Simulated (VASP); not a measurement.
Wanted: the native input for a VASP 6.6.1 run.

| Property | Result |
| --- | --- |
| Task | single point |
| Functional | r2SCAN |
| Potentials or basis | VASP PAW PBE potentials, release 64 (Cl, H) |
| Cutoff | 520 eV |
| k mesh | 1 × 1 × 1 |
| Occupations | fermi-dirac, width 0.05 eV |
| Spin | no spin polarisation |
| Dipole correction | no |
| Further INCAR settings | LREAL = Auto; ALGO = Normal; EDIFF = 1e-06; NBANDS = 46 |

Crystal: HCl.

```
Cl H
1.0
     7.41686    0.00000    0.00000
     0.00000    7.41686    0.00000
     0.00000    0.00000    7.41686
Cl H
8 8
Direct
  0.64767 0.81708 0.63799
  0.92634 0.14410 0.07928
  0.75509 0.27299 0.51651
  0.38558 0.30865 0.89879
  0.74224 0.62624 0.12310
  0.19328 0.50656 0.36497
  0.18775 0.88217 0.78243
  0.40785 0.98010 0.25567
  0.69582 0.98229 0.60325
  0.07231 0.24435 0.07626
  0.79876 0.27417 0.35293
  0.31845 0.17060 0.80975
  0.62296 0.74704 0.16503
  0.05826 0.61213 0.34086
  0.33645 0.82577 0.70334
  0.42188 0.09625 0.12903
```

The cell was built by a generator and needn't be a form met in nature.

One way to write it, as run:

POSCAR

```
HCl
1.0
    7.4168600000      0.0000000000      0.0000000000
    0.0000000000      7.4168600000      0.0000000000
    0.0000000000      0.0000000000      7.4168600000
Cl H
8 8
Direct
    0.6476730045      0.8170843187      0.6379923580
    0.9263354034      0.1441041087      0.0792788323
    0.7550904291      0.2729861424      0.5165123786
    0.3855809601      0.3086481341      0.8987900540
    0.7422413258      0.6262353611      0.1230979148
    0.1932758607      0.5065620761      0.3649657672
    0.1877479149      0.8821657683      0.7824335366
    0.4078545368      0.9801047883      0.2556742341
    0.6958200640      0.9822890010      0.6032471963
    1.0723136206      0.2443486866      0.0762586863
    0.7987612008      0.2741726283      0.3529256316
    0.3184501258      0.1705978001      0.8097496784
    0.6229590420      0.7470412007      0.1650294060
    0.0582591555      0.6121323579      0.3408585304
    0.3364496566      0.8257672384      0.7033434634
    0.4218766432      1.0962455810      0.1290303444
```

INCAR.step1

```
SYSTEM = HCl
ALGO = Normal
EDIFF = 1E-4
ENCUT = 520
GGA = PE
ISMEAR = -1
LASPH = .TRUE.
LCHARG = .FALSE.
LREAL = Auto
LWAVE = .TRUE.
NBANDS = 46
NELM = 100
PREC = Accurate
SIGMA = 0.05
```

INCAR.step2

```
SYSTEM = HCl
ALGO = Normal
EDIFF = 1E-6
ENCUT = 520
ISIF = 2
ISMEAR = -1
ISTART = 1
LASPH = .TRUE.
LCHARG = .FALSE.
LMIXTAU = .TRUE.
LREAL = Auto
LWAVE = .FALSE.
METAGGA = R2SCAN
NBANDS = 46
NELM = 100
PREC = Accurate
SIGMA = 0.05
```

KPOINTS

```
k-points
0
G
  1 1 1
  0 0 0
```

Potentials or basis: VASP PAW PBE potentials, release 64 (Cl, H).

Launch:

```bash
$ cat potpaw_PBE.64/Cl/POTCAR potpaw_PBE.64/H/POTCAR > POTCAR
$ cp INCAR.step1 INCAR
$ mpirun -np 1 vasp_gam > vasp.out
$ cp INCAR.step2 INCAR
$ mpirun -np 1 vasp_gam > vasp.out
```

It gave:

```json
{
 "Pressure": "-0.2 GPa",
 "Largest force": "1.073 eV/Å",
 "Band gap on the k mesh": "6.27 eV, direct"
}
```

Caveat: the PAW data sets were made with another functional, which shifts forces and pressure a little.

Wall time 91 s on 1 thread of Intel(R) Xeon(R) Platinum 8488C (Sapphire Rapids), with other jobs on the host, peak memory 0.44 GiB.
